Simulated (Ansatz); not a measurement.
The geometry is COD entry 9011614, unchecked; take it as a test cell. The listed cell was then made from it by scaling, straining or moving an atom.

Bi: DFT, PBE, all-electron LAPW, scalar-relativistic (Ansatz 0.2.0). What sets it apart from a plain run of this crystal: equal xy, yz and zx engineering shear strains of -2 %.

Command: `ansatz run input.yaml --threads 1 --pin off --max-ram 3072MiB --backend cpu --events-out ev --progress --plain --runs-dir out` The run took 16 s on 1 thread of Intel(R) Xeon(R) 6975P-C (Granite Rapids), on a shared host, peak memory 0.46 GiB.

```yaml
crystal:
  lattice:
    - [4.5390002997, -0.045390003, -0.045390003]
    - [-2.3088090456, 3.9535845689, -0.0166138942]
    - [-0.11829, -0.11829, 11.829]
  atoms:
    - { symbol: Bi, position: [0.3333333333, 0.6666666667, 0.25] }
    - { symbol: Bi, position: [0.6666666667, 0.3333333333, 0.75] }
kpoints:
  mp_grid: { grid: [9, 9, 3] }
  band_path:
    path:
      - [0.0, 0.0, 0.0]
      - [0.0, 0.0, 0.5]
      - [-0.5, 0.5, 0.0]
      - [0.0, 0.0, 0.0]
      - [0.0, -0.5, 0.0]
      - [-0.5, 0.0, 0.5]
      - [0.0, 0.0, 0.0]
      - [-0.5, 0.0, 0.0]
      - [0.0, -0.5, 0.5]
    npoints: 5
scf:
  occupations: { method: fermi_dirac, width: 0.03 }
hamiltonian:
  xc: pbe
  pseudopotentials: { kind: all_electron, lapw: { basis_error: 0.0005 } }
output:
  forces: true
  stress: true
  eigenvalues: true
```

Output (standing set-up lines are left out):

```
LAPW: plane waves up to 4.575 Å⁻¹, error target 5.0e-4 eV per atom; small_component_spin mean_spin; Bi in spheres of 2.250 Å, 21 of its electrons in bands, Dirac shells []
Crystal: 2 atoms, lattice volume = 210.993 Å³
Basis set: ecut = 79.74654350486719 eV, 351 PW (Γ), exchange–correlation at level 2
Symmetry: 2 space group operations
Space group: P-1 (ITA 2), of the structure as read, at distance tolerance 6.0e-5 Å
k-points: 122 of 243
iter 1 solved again at ethr=8.44e-5 eV; its pass at ethr=1.00e-1 eV (dr2=3.55e-2 eV) is discarded
SCF iter   1: F=—  HF=-1171407.414116 eV  |F-HF|=—  |Δ(HF+E_count)|=         —  Δρ=2.73e-3  dr2=3.59e-2  ethr=8.44e-5  ⟨swp⟩=3.5  Hψ=20832  notcnv=0
preconditioner: auto → LDOS  [metal: Δε(μ)=0.004 eV  Ē_g=6.584 eV  σ=0.030 eV  W_gap=0.03  n_scr=36 (ndim 8)  ℏωp=8.1 eV  f_vac=0.407  D(μ)=6.45/eV (n_scr^D=50)  β→1.0]
SCF iter   2: F=—  HF=-1171407.385269 eV  |F-HF|=—  |Δ(HF+E_count)|=   2.88e-2  Δρ=1.36e-3  dr2=1.09e-2  ethr=8.44e-5  ⟨swp⟩=3.0  Hψ=10629  notcnv=0
SCF iter   3: F=—  HF=-1171407.406990 eV  |F-HF|=—  |Δ(HF+E_count)|=   2.17e-2  Δρ=6.95e-4  dr2=2.36e-3  ethr=2.59e-5  ⟨swp⟩=3.0  Hψ=10829  notcnv=0
SCF iter   4: F=—  HF=-1171407.403733 eV  |F-HF|=—  |Δ(HF+E_count)|=   3.26e-3  Δρ=3.00e-4  dr2=5.88e-4  ethr=5.63e-6  ⟨swp⟩=2.0  Hψ=9737  notcnv=0
SCF iter   5: F=—  HF=-1171407.404100 eV  |F-HF|=—  |Δ(HF+E_count)|=         —  Δρ=1.05e-4  dr2=1.48e-4  ethr=1.40e-6  ⟨swp⟩=3.0  Hψ=10447  notcnv=0
the basis was enlarged: its passes take 71.5 KiB over the memory plan, 1 of 1 planned eigensolver slots
iter 6 solved again at ethr=1.91e-8 eV; its pass at ethr=3.52e-7 eV (dr2=8.01e-6 eV) is discarded
SCF iter   6: F=—  HF=-1171407.404058 eV  |F-HF|=—  |Δ(HF+E_count)|=   4.24e-5  Δρ=4.41e-5  dr2=8.01e-6  ethr=1.91e-8  ⟨swp⟩=2.0  Hψ=16843  notcnv=0
SCF iter   7: F=—  HF=-1171407.404085 eV  |F-HF|=—  |Δ(HF+E_count)|=   2.74e-5  Δρ=8.45e-6  dr2=3.84e-7  ethr=1.91e-8  ⟨swp⟩=3.0  Hψ=10277  notcnv=0
SCF iter   8: F=-1171407.404086 eV  HF=-1171407.404086 eV  |F-HF|=7.75e-8  |Δ(HF+E_count)|=   1.02e-6  Δρ=2.74e-6  dr2=2.82e-8  ethr=9.14e-10  ⟨swp⟩=3.0  Hψ=10303  notcnv=0
SCF 1 converged in 8 iterations: F = -1171407.404086 eV  dr2 = 2.82e-8
NSCF: frozen V_eff on 41 k-points
SCF converged after 8 iterations
Free energy (F): -1171407.404086 eV
Harris-Foulkes:  -1171407.404086 eV  (|F-HF|=7.75e-8)
Internal energy: -1171407.382058 eV  (E = F + TS)
E sigma→0 (E₀):  -1171407.393072 eV
Entropy (-TS):   -0.022028 eV (-11.014 meV/atom)
Fermi energy:    1.297975 eV
--- Per-component energies (eV) ---
  E_band       = -1543.733562
  E_kinetic    = 1356051.712640
  E_xc         = -21603.234816
  E_electrostatic = -2505855.859882  (all electrons and nuclei)
  E_smearing   = -0.022028  (= −TS)
  E_closure    = 0.000000  (closes the sum)
  E_atoms      = -1171404.213804  (free atoms, spherical and without spin; not in F)
  Σ components = -1171407.404086   (vs F -1171407.404086, Δ=0.00e0)
  Basis errors (estimates in eV, not in F): energy 1.9e-4 per atom: plane waves 1.8e-4 (9.9e-5 summed), levels above the bands 3.2e-77, relativity 5.4e-9, radial functions 8.3e-6, core shells 3.6e-7; eigenvalues (radial functions only) 2.6e-6; not estimated: angular momenta, meshes, grids; target (lapw.basis_error) 5.0e-4; muffin-tin radii Bi 2.250 Å
--- Forces (eV/Å), atoms counted from 1 ---
  atom   1  Bi    -0.00191399     0.00009372    -0.00047921
  atom   2  Bi     0.00191399    -0.00009372     0.00047921
  max |Σ_I F_I| component: 0.00e0 eV/Å
--- Stress (GPa, compression-positive) ---
       -4.736617      -0.074585       0.038807
       -0.074585      -4.747287       0.038893
        0.038807       0.038893      -0.322315
  P = ⅓ Tr σ = -3.2687 GPa (-32.687 kbar)
--- Band table (eV; the first three rows and the last of 122) ---
  k-point 0: bands = ["-90.2103", "-90.2103", "-90.2071", "-90.2071", "-90.2057", "-90.2057", "-21.5263", "-21.5262", "-21.5236", "-21.5236", "-21.5202", "-21.5202", "-21.5199", "-21.5199", "-21.5191", "-21.5191", "-8.9916", "-8.9810", "0.4600", "0.9621", "2.6865", "2.6985", "2.7684", "2.7800", "4.3467", "5.8635"]
  k-point 1: bands = ["-90.2103", "-90.2103", "-90.2071", "-90.2071", "-90.2057", "-90.2057", "-21.5263", "-21.5263", "-21.5236", "-21.5236", "-21.5202", "-21.5202", "-21.5199", "-21.5199", "-21.5191", "-21.5191", "-8.9889", "-8.9836", "0.5665", "0.8137", "2.6894", "2.6956", "2.7712", "2.7772", "4.7113", "5.4679"]
  k-point 2: bands = ["-90.2103", "-90.2103", "-90.2071", "-90.2071", "-90.2057", "-90.2057", "-21.5259", "-21.5258", "-21.5237", "-21.5237", "-21.5204", "-21.5204", "-21.5197", "-21.5197", "-21.5184", "-21.5184", "-8.9557", "-8.9457", "0.5382", "1.0233", "2.1558", "2.1860", "2.6302", "2.6472", "4.7019", "6.4619"]
  k-point 121: bands = ["-90.2104", "-90.2104", "-90.2071", "-90.2071", "-90.2057", "-90.2057", "-21.5247", "-21.5247", "-21.5246", "-21.5246", "-21.5221", "-21.5221", "-21.5165", "-21.5165", "-21.5135", "-21.5135", "-8.6805", "-8.6777", "0.2125", "0.2318", "1.2973", "1.4429", "1.7625", "1.7781", "6.1691", "6.3373"]
```
